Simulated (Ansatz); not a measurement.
**How the conductance of Cu/HfO2/Cu changes with thickness**

How fast does the current through Cu/HfO2/Cu fall with each added layer? Both electrodes are Cu fcc(001) sqrt2 x sqrt2; the barrier is HfO2 fluorite(001) (O2 and Hf faces). In the first transport cell, after relaxation, the nearest pair of electrode and barrier is Cu–O at 1.89 Å, along the normal, at the lower face and Cu–Hf at 2.59 Å, along the normal, at the upper one. All share a net of side 3.63 Å, which strains the lower electrode by +0.0 % and the barrier by +1.1 %, against typed lattice constants near PBE's. The first steps treat the bulk electrodes alone.

Method: PBE DFT, plane waves, PAW files, in the first sound run; inputs show where later runs differ, in Ansatz 0.2.0.

This is a report of a sequence of runs, with most program output left out.

## Step 1: Set-up

It takes space group Fm-3m (No. 225, cubic). The conventional cell has a = 3.630 Å, b = 3.630 Å, c = 3.630 Å, α = 90.00°, β = 90.00°, γ = 90.00°. Nearest to Cu lie 12 Cu at 2.57 Å.

## Step 2: Layer spacing of the electrode

The electrode is held to the junction's net and relaxed along the normal; its spacing is used for the ideal lead layers.

input.yaml

```yaml
crystal:
  lattice:
    - [3.63, 0.0, 0.0]
    - [0.0, 3.63, 0.0]
    - [0.0, 0.0, 3.63]
  atoms:
    - { symbol: Cu, position: [0.0, 0.0, 0.0] }
    - { symbol: Cu, position: [0.5, 0.5, 0.0] }
    - { symbol: Cu, position: [0.5, 0.0, 0.5] }
    - { symbol: Cu, position: [0.0, 0.5, 0.5] }
kpoints:
  mp_grid: { grid: [10, 10, 9] }
scf:
  occupations: { method: fermi_dirac, width: 0.1 }
  max_iter: 150
hamiltonian:
  xc: pbe
relax:
  f_tol: 0.01
  max_steps: 40
  cell: { fix: [a, b, angles] }
```

On the command line:

```bash
ansatz run input.yaml --threads 8 --pin off --max-ram 24576MiB --backend cpu --events-out ev --progress --plain --runs-dir out
```

Elapsed: 6.5 s, on 8 threads of Arm Neoverse V2, shared host; peak memory 0.52 GiB.

Step by step:

```
step  energy less that of the first step (eV)  largest force component (eV/Å)  pressure (GPa)  volume (Å³)
   1                                   0.0000                          0.0000           -0.08        47.83
   2                                  -0.0001                          0.0000            0.01        47.80
   3                                  -0.0001                          0.0000            0.15        47.75
  4*                                  -0.0001                          0.0000            0.16        47.75
```

Relaxation steps marked * repeat the geometry before them on a plane-wave basis chosen anew for their cell, so energy and pressure can jump there.

```
     cell as run  before  after  change
           a (Å)   3.630  3.630  +0.0 %
           b (Å)   3.630  3.630  +0.0 %
           c (Å)   3.630  3.624  -0.2 %
volume (Å³/atom)   11.96  11.94  -0.2 %
```

Final coordinates:

```cif
data_structure
_symmetry_space_group_name_H-M 'P 1'
_symmetry_Int_Tables_number 1
_cell_length_a 3.6300
_cell_length_b 3.6300
_cell_length_c 3.6240
_cell_angle_alpha 90.000
_cell_angle_beta 90.000
_cell_angle_gamma 90.000
_cell_volume 47.75
loop_
_atom_site_label
_atom_site_type_symbol
_atom_site_fract_x
_atom_site_fract_y
_atom_site_fract_z
_atom_site_occupancy
Cu1 Cu 0.00000 0.00000 0.00000 1
Cu2 Cu 0.50000 0.50000 0.00000 1
Cu3 Cu 0.50000 0.00000 0.50000 1
Cu4 Cu 0.00000 0.50000 0.50000 1
```

This step gave:

```yaml
free_energy: -26500.7161 eV
fermi_energy: 16.56 eV
pressure: 0.1566 GPa
```

The cell shrank by 0.2 % in volume.

## Step 3: Relaxation

System of this step: Cu/HfO2/Cu. The cell holds 25 atoms: 16 Cu, 6 O and 3 Hf. Cell: a = 3.630 Å, b = 3.630 Å, c = 38.343 Å, α = 90.0°, β = 90.0°, γ = 90.0°. Vacuum lies along c.

Tunnelling depends exponentially on distance, so the interfaces are relaxed first. A short slab in vacuum serves: only the barrier and the layers next to it are taken over, and later cells can add or drop layers in the barrier's middle. The dipole correction removes the field that unlike faces would set up across the vacuum.

input.yaml

```yaml
crystal:
  lattice:
    - [3.63, 0.0, 0.0]
    - [0.0, 3.63, 0.0]
    - [0.0, 0.0, 38.3431041725]
  atoms:
    - { symbol: Cu, position: [0.5, 0.0, 0.208642471] }
    - { symbol: Cu, position: [0.0, 0.5, 0.208642471] }
    - { symbol: Cu, position: [0.0, 0.0, 0.2559782316] }
    - { symbol: Cu, position: [0.5, 0.5, 0.2559782316] }
    - { symbol: Cu, position: [0.5, 0.0, 0.3033139922] }
    - { symbol: Cu, position: [0.0, 0.5, 0.3033139922] }
    - { symbol: Cu, position: [0.0, 0.0, 0.3506497528] }
    - { symbol: Cu, position: [0.5, 0.5, 0.3506497528] }
[... 13 atom lines left out ...]
    - { symbol: Cu, position: [0.5, 0.0, 0.7440217684] }
    - { symbol: Cu, position: [0.0, 0.5, 0.7440217684] }
    - { symbol: Cu, position: [0.0, 0.0, 0.791357529] }
    - { symbol: Cu, position: [0.5, 0.5, 0.791357529] }
kpoints:
  mp_grid: { grid: [6, 6, 1] }
scf:
  occupations: { method: fermi_dirac, width: 0.1 }
  max_iter: 150
hamiltonian:
  xc: pbe
efield:
  axis: 3
  dipole_correction: true
relax:
  f_tol: 0.04
  max_steps: 60
output:
  forces: true
```

Wall time 2.9 min (8 threads); peak memory 4.6 GiB; 22 min of CPU time.

This run has no spin polarisation, although Cu can carry a moment.

Step by step:

```
step  energy less that of the first step (eV)  largest force component (eV/Å)
   1                                   0.0000                          3.8460
   2                                  -1.5248                          2.8651
   3                                  -2.5267                          1.3922
   4                                  -2.7478                          0.8017
   5                                  -2.8567                          0.2915
   6                                  -2.8734                          0.0418
   7                                  -2.8739                          0.0069
```

The run keeps the 8 symmetry operations that it works with, so distortions that break them were not tested.

The atoms that moved most (Å):

```
atom     dx     dy      dz  length
Cu19  0.000  0.000  -0.766   0.766
Cu24  0.000  0.000  -0.615   0.615
Cu25  0.000  0.000  -0.615   0.615
Cu21  0.000  0.000  -0.581   0.581
Cu20  0.000  0.000  -0.581   0.581
Cu22  0.000  0.000  -0.571   0.571
Cu23  0.000  0.000  -0.571   0.571
Cu18  0.000  0.000  -0.514   0.514
```

Final coordinates:

```cif
data_structure
_symmetry_space_group_name_H-M 'P 1'
_symmetry_Int_Tables_number 1
_cell_length_a 3.6300
_cell_length_b 3.6300
_cell_length_c 38.3431
_cell_angle_alpha 90.000
_cell_angle_beta 90.000
_cell_angle_gamma 90.000
_cell_volume 505.24
loop_
_atom_site_label
_atom_site_type_symbol
_atom_site_fract_x
_atom_site_fract_y
_atom_site_fract_z
_atom_site_occupancy
Cu1 Cu 0.50000 0.00000 0.21981 1
Cu2 Cu 0.00000 0.50000 0.21983 1
Cu3 Cu 0.00000 0.00000 0.26563 1
Cu4 Cu 0.50000 0.50000 0.26563 1
Cu5 Cu 0.50000 0.00000 0.31321 1
Cu6 Cu 0.00000 0.50000 0.31339 1
Cu7 Cu 0.00000 0.00000 0.36040 1
Cu8 Cu 0.50000 0.50000 0.36040 1
O9 O 0.00000 0.00000 0.40981 1
O10 O 0.50000 0.50000 0.40981 1
Hf11 Hf 0.50000 0.00000 0.43515 1
O12 O 0.00000 0.00000 0.47656 1
O13 O 0.50000 0.50000 0.47656 1
Hf14 Hf 0.00000 0.50000 0.50269 1
O15 O 0.00000 0.00000 0.54412 1
O16 O 0.50000 0.50000 0.54412 1
Hf17 Hf 0.50000 0.00000 0.56835 1
Cu18 Cu 0.50000 0.00000 0.63594 1
Cu19 Cu 0.00000 0.50000 0.62938 1
Cu20 Cu 0.00000 0.00000 0.68153 1
Cu21 Cu 0.50000 0.50000 0.68153 1
Cu22 Cu 0.50000 0.00000 0.72912 1
Cu23 Cu 0.00000 0.50000 0.72913 1
Cu24 Cu 0.00000 0.00000 0.77532 1
Cu25 Cu 0.50000 0.50000 0.77532 1
```

Numbers from this step:

```
free energy               : -156579.9164 eV
Fermi energy              : 7.714 eV
work function, upper face : 4.633 eV
work function, lower face : 4.491 eV
dipole moment             : -0.01030 e·Å
dipole field              : -0.003689 V/Å
```

The largest force component on a free atom ends at 0.0069 eV/Å. The work functions of the outer faces are 4.49 and 4.63 eV.

## Step 4: The open system: T(E)

This step: PBE DFT, plane waves, PAW files; ballistic transmission by layer matching between semi-infinite leads (Ansatz 0.2.0).

System of this step: Cu/HfO2/Cu. The cell holds 53 atoms: 44 Cu, 6 O and 3 Hf. Cell: a = 3.630 Å, b = 3.630 Å, c = 60.735 Å, α = 90.0°, β = 90.0°, γ = 90.0°. Regions: left electrode, 22 atoms (22 Cu); barrier, 9 atoms (6 O and 3 Hf); right electrode, 22 atoms (22 Cu). Vacuum lies along c.

The relaxed core is set between ideal electrode layers (this cell holds 6 atomic planes between the electrodes; where that differs from the relaxed slab, whole periods were copied in or cut out without a new relaxation), which the solver continues as semi-infinite leads. A wide energy window on a coarse mesh (10×10) shows where the Fermi level lies against the barrier's bands; the projected density of states shows how far the metals' states reach in.

input.yaml

```yaml
crystal:
  lattice:
    - [3.63, 0.0, 0.0]
    - [0.0, 3.63, 0.0]
    - [0.0, 0.0, 60.734926565]
  atoms:
    - { symbol: Cu, position: [0.0, 0.0, 0.1152549348] }
    - { symbol: Cu, position: [0.5, 0.5, 0.1152549348] }
    - { symbol: Cu, position: [0.5, 0.0, 0.1450894845] }
    - { symbol: Cu, position: [0.0, 0.5, 0.1450894845] }
    - { symbol: Cu, position: [0.0, 0.0, 0.1749240341] }
    - { symbol: Cu, position: [0.5, 0.5, 0.1749240341] }
    - { symbol: Cu, position: [0.5, 0.0, 0.2047585838] }
    - { symbol: Cu, position: [0.0, 0.5, 0.2047585838] }
[... 41 atom lines left out ...]
    - { symbol: Cu, position: [0.0, 0.0, 0.8549105155] }
    - { symbol: Cu, position: [0.5, 0.5, 0.8549105155] }
    - { symbol: Cu, position: [0.5, 0.0, 0.8847450652] }
    - { symbol: Cu, position: [0.0, 0.5, 0.8847450652] }
kpoints:
  mp_grid: { grid: [8, 8, 1] }
scf:
  occupations: { method: fermi_dirac, width: 0.1 }
  max_iter: 150
hamiltonian:
  xc: pbe
output:
  transmission:
    kmesh: [10, 10]
    e_range: [-3, 3]
    de: 0.1
    leads: [[8, 10], [41, 43]]
  dos: { projected: true, e_range: [-6, 5], de: 0.05 }
  write_potential: true
  write_density: true
  volumetric_format: npy
  elf: true
```

Run time: 11 min. Hardware: 8 threads; peak memory 13 GiB; 84 min of CPU time.

This step gave:

```yaml
free_energy: -342084.8713 eV
fermi_energy: 12.00 eV
level_to_which_the_leads_are_filled: 0 eV from the Fermi level
transmission_at_the_fermi_level_a_spin_zone_mean: 0.001311
channels_of_the_lower_lead: 1.77
channels_of_the_upper_lead: 1.77
potential_step_in_the_lower_lead: 20.8 meV
potential_step_in_the_upper_lead: 8.7 meV
```

One spin. Table of transmission, zone mean by energy, zero at the Fermi level:

energy (eV), transmission, zone mean and a bar:
```
    -3.00      0.140 ##############################
    -2.80      0.033 #######
    -2.70      0.030 ######
    -2.50      0.080 #################
    -2.40      0.013 ###
    -2.20      0.016 ###
    -2.00      0.012 ##
    -1.90      0.011 ##
    -1.70      0.014 ###
    -1.50      0.006 #
    -1.40      0.005 #
    -1.20      0.004 #
    -1.10      0.005 #
    -0.90      0.008 #
    -0.70      0.003 
    -0.60      0.003 
    -0.40      0.001 
    -0.20      0.002 
    -0.10      0.001 
     0.00      0.001 
     0.10      0.001 
     0.20      0.001 
     0.40      0.001 
     0.60      0.001 
     0.70      0.001 
     0.90      0.001 
     1.10      0.006 #
     1.20      0.001 
     1.40      0.001 
     1.50      0.001 
     1.70      0.001 
     1.90      0.001 
     2.00      0.002 
     2.20      0.002 
     2.40      0.013 ###
     2.50      0.019 ####
     2.70      0.004 #
     2.80      0.005 #
     3.00      0.029 ######
```

One spin. Open channels, zone mean against energy, zero at the Fermi level:

```
energy (eV)  lower lead  upper lead
      -3.00        3.31        3.35
      -2.80        3.76        3.76
      -2.70        3.76         3.6
      -2.50        3.54         3.7
      -2.40        3.82        3.94
      -2.20         4.3        4.28
      -2.00        4.08        4.08
      -1.90        3.96        3.96
      -1.70        4.72        4.76
      -1.50        2.33        1.65
      -1.40        1.37        1.37
      -1.20        1.41        1.41
      -1.10        1.57        1.57
      -0.90        1.61        1.61
      -0.70        1.61        1.61
      -0.60        1.73        1.73
      -0.40        1.73        1.73
      -0.20        1.85        1.85
      -0.10        1.77        1.77
       0.00        1.77        1.77
       0.10        1.85        1.85
       0.20        1.85        1.85
       0.40        1.85        1.85
       0.60        1.85        1.85
       0.70        1.85        1.85
       0.90        1.97        1.97
       1.10        1.89        1.89
       1.20        1.89        1.89
       1.40        1.89        1.89
       1.50         1.9         1.9
       1.70        1.94        1.94
       1.90        1.86        1.86
       2.00        1.86        1.86
       2.20         1.9         1.9
       2.40        1.74        1.74
       2.50        1.58        1.58
       2.70        1.66        1.66
       2.80        1.58         1.5
       3.00        1.42        1.42
```

Transmission over k1 and k2. At 0.0000 eV from the Fermi level.

Ten even steps from '_' (0.00 × 1e-3) to '@' (2.75 × 1e-3):
```
____..--##@@##--..__
......::++##++::....
----::--++**++--::--
**##++++%%@@%%++++##
%%@@##**@@@@@@**##@@
**##++++%%@@%%++++##
----::--++**++--::--
......::++##++::....
____..--##@@##--..__
____..--**%%**--..__
```
Columns: k1 (b1) from -0.5 to 0.4; rows upwards: k2 (b2) from -0.5 to 0.4.

Open channels of the lower lead over k1 and k2. At 0.0000 eV from the Fermi level.

Values, 10 rows by 10 columns:
```
2.00 1.00 2.00 2.00 2.00 2.00 2.00 2.00 2.00 1.00
2.00 2.00 1.00 2.00 2.00 2.00 2.00 2.00 1.00 2.00
2.00 2.00 2.00 1.00 2.00 2.00 2.00 1.00 2.00 2.00
2.00 2.00 2.00 2.00 1.00 1.00 1.00 2.00 2.00 2.00
2.00 2.00 2.00 2.00 1.00 1.00 1.00 2.00 2.00 2.00
2.00 2.00 2.00 2.00 1.00 1.00 1.00 2.00 2.00 2.00
2.00 2.00 2.00 1.00 2.00 2.00 2.00 1.00 2.00 2.00
2.00 2.00 1.00 2.00 2.00 2.00 2.00 2.00 1.00 2.00
2.00 1.00 2.00 2.00 2.00 2.00 2.00 2.00 2.00 1.00
0.00 2.00 2.00 2.00 2.00 2.00 2.00 2.00 2.00 2.00
```
Columns: k1 (b1) from -0.5 to 0.4; rows upwards: k2 (b2) from -0.5 to 0.4.

Projected DOS an atom over height of the atomic layer and energy from the Fermi level. Layers: Cu2 Cu2 Cu2 Cu2 Cu2 Cu2 Cu2 Cu2 Cu2 Cu2 Cu2 O2 Hf O2 Hf O2 Hf Cu2 Cu2 Cu2 Cu2 Cu2 Cu2 Cu2 Cu2 Cu2 Cu2 Cu2; projections on atoms miss part of the total, and the computed bands can run out at the top of the range; a column is the mean of 2 neighbouring layers, the last of those left over.

Values in states/eV, 22 rows by 14 columns, each cell a mean:
```
0.13 0.15 0.16 0.15 0.14 0.18 1.10 0.82 0.96 0.12 0.14 0.17 0.15 0.12
0.13 0.13 0.19 0.21 0.14 0.14 1.26 0.54 0.65 0.14 0.19 0.18 0.14 0.12
0.20 0.08 0.06 0.06 0.06 0.06 0.57 0.57 0.60 0.10 0.07 0.07 0.08 0.20
0.13 0.06 0.04 0.04 0.05 0.04 0.28 1.38 0.66 0.09 0.05 0.05 0.08 0.16
0.10 0.09 0.09 0.09 0.10 0.09 0.17 1.16 1.07 0.11 0.08 0.08 0.08 0.08
0.07 0.07 0.07 0.07 0.09 0.05 0.06 0.39 0.69 0.07 0.07 0.08 0.09 0.08
0.19 0.18 0.16 0.16 0.16 0.13 0.03 0.11 0.58 0.12 0.15 0.14 0.15 0.17
0.13 0.12 0.11 0.12 0.13 0.08 0.02 0.06 0.50 0.14 0.13 0.13 0.15 0.15
0.27 0.22 0.23 0.23 0.21 0.18 0.02 0.04 0.44 0.19 0.20 0.21 0.19 0.24
0.19 0.17 0.17 0.15 0.16 0.19 0.01 0.02 0.30 0.22 0.21 0.22 0.22 0.25
0.31 0.30 0.29 0.32 0.28 0.51 0.02 0.02 0.26 0.25 0.26 0.24 0.26 0.25
0.37 0.31 0.33 0.31 0.36 1.33 0.08 0.02 0.30 0.37 0.34 0.35 0.33 0.40
1.68 0.84 0.67 0.72 1.04 1.40 0.13 0.02 0.31 0.55 0.51 0.55 0.70 1.47
4.97 4.00 4.10 4.09 3.80 2.63 0.28 0.03 1.69 4.29 4.14 4.09 4.00 5.04
3.82 3.29 3.31 3.34 3.06 1.58 0.50 0.09 2.42 3.35 3.35 3.34 3.33 3.84
3.23 3.64 3.58 3.57 3.78 1.72 0.78 0.28 2.03 3.65 3.47 3.48 3.54 3.23
2.36 2.99 3.03 3.01 2.89 1.60 0.78 0.66 1.97 2.73 3.13 3.14 3.10 2.39
2.01 2.10 2.10 2.09 2.36 1.25 0.72 0.64 1.43 2.15 2.12 2.10 2.09 1.96
1.28 1.72 1.80 1.77 1.76 0.87 0.44 0.52 0.77 1.91 1.77 1.81 1.75 1.34
0.62 1.02 1.02 1.02 0.90 1.06 0.73 0.63 0.44 0.99 1.08 1.05 1.06 0.65
0.26 0.41 0.41 0.41 0.38 0.70 0.68 0.51 0.29 0.38 0.43 0.43 0.43 0.27
0.19 0.24 0.24 0.23 0.24 0.37 0.93 0.89 0.34 0.24 0.23 0.24 0.24 0.19
```
Columns: height of the atomic layer (Å) from 7.91 to 52.8 (not evenly spaced); rows upwards: energy from the Fermi level (eV) from -6 to 5.

Electrostatic potential energy in the ca plane at fractional y = 0.000, with atoms of Cu and O and Hf within 0.2 Å of it. With pseudopotentials it is smooth inside the atoms' cores, unlike the true potential.

Ten even steps from '0' (-43 eV) to '9' (15 eV), each cell a mean:
```
99983002799998300277314899731489983138999999
99997447999999754799877778987999998677789999
54789999975479999999985345899999999753357997
00279999830027999999862223689999998622226884
00179999720017999999852332589999998522325872
21489999852148999999973224799999998632236885
77898778987789877899987667899999999875578999
99985214899998522588546889854799995458889999
99982001799997200176103899710389972027999999
```
Columns run along c (16.0 Å, from fractional 0.32 to 0.58 of the cell; values clipped at the 3rd and 97th percentile), rows up along a (3.6 Å). Atoms in or near the plane, at fractional coordinates: Cu at (0.32, 0.50), Cu at (0.35, 0.00), Cu at (0.38, 0.50), Cu at (0.41, 0.00), O at (0.44, 0.00), Hf at (0.46, 0.50), O at (0.49, 0.00), O at (0.53, 0.00), Hf at (0.54, 0.50).

Valence density in the ca plane at fractional y = 0.000, with atoms of Cu and O and Hf within 0.2 Å of it. It is the smooth field of the valence electrons, not physical close to the nuclei.

Values in e/Å³, 5 rows by 16 columns, each cell a mean:
```
 2  2  0  3  0  1  2  0  0  0  1 11  0  0  6  6
 0  5  3  0  0  0  4  4  0  5  1  0  2  4  0  0
 0 15 10  0  0  0 12 13  1 26  2  0  6 22  0  0
 0  2  2  0  0  0  2  2  0  2  0  1  1  1  0  0
 3  2  1  4  1  2  3  0  0  0  2 21  0  0 12 11
```
Columns run along c (16.0 Å, from fractional 0.43 to 0.70 of the cell), rows up along a (3.6 Å). Atoms in or near the plane, at fractional coordinates: O at (0.44, 0.00), Hf at (0.46, 0.50), O at (0.49, 0.00), O at (0.53, 0.00), Hf at (0.54, 0.50), Cu at (0.59, 0.50), Cu at (0.62, 0.00), Cu at (0.65, 0.50), Cu at (0.68, 0.00).

ELF in the ca plane at fractional y = 0.000, with atoms of Cu and O and Hf within 0.2 Å of it. It is the smooth field of the valence electrons, not physical close to the nuclei.

Values, 5 rows by 16 columns, each cell a mean:
```
0.28 0.21 0.20 0.38 0.20 0.22 0.23 0.35 0.53 0.65 0.24 0.74 0.52 0.50 0.68 0.23
0.20 0.26 0.21 0.20 0.20 0.27 0.20 0.16 0.17 0.43 0.55 0.25 0.16 0.14 0.39 0.60
0.21 0.52 0.29 0.24 0.20 0.61 0.21 0.17 0.05 0.63 0.75 0.07 0.02 0.03 0.57 0.78
0.19 0.20 0.19 0.19 0.19 0.20 0.20 0.17 0.27 0.42 0.39 0.43 0.26 0.24 0.41 0.43
0.35 0.22 0.20 0.52 0.21 0.24 0.25 0.47 0.54 0.65 0.29 0.68 0.55 0.53 0.66 0.29
```
Columns run along c (16.0 Å, from fractional 0.30 to 0.56 of the cell), rows up along a (3.6 Å). Atoms in or near the plane, at fractional coordinates: Cu at (0.32, 0.50), Cu at (0.35, 0.00), Cu at (0.38, 0.50), Cu at (0.41, 0.00), O at (0.44, 0.00), Hf at (0.46, 0.50), O at (0.49, 0.00), O at (0.53, 0.00), Hf at (0.54, 0.50).

At the Fermi level the transmission is 0.0013, as a zone mean for one spin on this coarse mesh. At the Fermi level the layers of this cell's barrier hold from 0.0047 to 0.48 states an eV and atom. In the worse lead the potential repeats within 21 meV, which the program lets pass.

(Part 1 of 2 ends here.)

[Logs are printed without paths, hosts, clocks, repeated set-up lines and the standing remarks that a program may print on its own settings, such as how far it seeks lower states.]

[Hosts, paths, dates, database ids (printed as entryN), source tags and the programs' standing remarks are cut or masked in the printed files.]
